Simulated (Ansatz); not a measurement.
# PbSe: computed properties

The calculation used DFT PBE, scalar-relativistic, plane waves, PAW (Ansatz 0.2.0).

Settings: cutoff 420 eV, Γ-centred mesh 8×8×8 on the computed 4-atom cell, Gaussian smearing of 0.02 eV; no spin polarisation.

The structure is relaxed at this level of theory with its symmetry kept, and needn't be the ground state of this composition.

Space group P4/nmm (No. 129), tetragonal, a = 5.352 Å, c = 4.223 Å. Around Pb lie 4 Se at 2.99 Å; around Se lie 4 Pb at 2.99 Å.

- Volume per atom: 204.1 bohr³
- Formation energy from the elements' standard states (uncorrected): -0.394 eV/atom
- Kohn–Sham band gap: 0.41 eV
- Orbital (Löwdin) character of the top 1 eV of the valence band: Se 4p 81 %, Pb 6p 10 %
- Orbital (Löwdin) character of the lowest 1 eV of the conduction band: Pb 6p 79 %, Se 4p 13 %
- Bader charge by site (e): Pb (2 in the cell) 0.84, Se (2 in the cell) -0.84

Spin-orbit coupling is left out, which matters for the bands of heavy elements. The cell holds layers, chains or molecules and no dispersion correction was added, so their binding is poorly described.

The cell was found from a structure generator's guess, not taken from experiment. Kohn–Sham gaps at this level usually fall short of measured ones. Löwdin shares on free-atom orbitals overweight diffuse shells in the empty bands.
